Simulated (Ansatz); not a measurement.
## Straining C

These are results of DFT PBE+D3(BJ), scalar-relativistic, plane waves, PAW (Ansatz 0.2.0), not measurements. Run with 420 eV cutoff, 8×12×8 k-mesh, Gaussian smearing of 0.02 eV, no spin polarisation.

The relaxed crystal:

```yaml
crystal:
  lattice:
    - [4.26940, 0.00000, 0.00000]
    - [0.00000, 2.46492, 0.00000]
    - [-1.41868, 0.00000, 3.37395]
  atoms:
    - { symbol: C, position: [0.83337, 0.00000, 0.00011] }
    - { symbol: C, position: [0.66663, 0.50000, 0.99989] }
    - { symbol: C, position: [0.33337, 0.50000, 0.00011] }
    - { symbol: C, position: [0.16663, 0.00000, 0.99989] }
```

Deformation: biaxial strain in the a-b plane, with the length and tilt of c and the atoms relaxed, all within the symmetry that the strain leaves. Energies are extrapolated to zero smearing. On this cell's mesh the reference holds a stress of up to 0.18 GPa.

| strain (%) | ΔE (meV/atom) | a (Å) | b (Å) | c (Å) |
| --- | --- | --- | --- | --- |
| -6.0 | 304.3 | 4.013 | 2.317 | 3.591 |
| -4.0 | 130.1 | 4.099 | 2.366 | 3.613 |
| -2.0 | 30.9 | 4.184 | 2.416 | 3.627 |
| +0.0 | 0.0 | 4.269 | 2.465 | 3.660 |
| +2.0 | 27.2 | 4.355 | 2.514 | 3.671 |
| +4.0 | 102.8 | 4.440 | 2.564 | 3.701 |
| +6.0 | 218.8 | 4.526 | 2.613 | 3.732 |

Q: What stiffness (1/V) d²E/dε² at zero strain does a cubic fit over all points give?

A: A cubic fit gives (1/V) d²E/dε² = 2623 GPa at zero strain (twice the biaxial modulus).

Q: How does the free axis c answer a small strain?

A: Between the innermost points its strain is 0.30 times the applied one.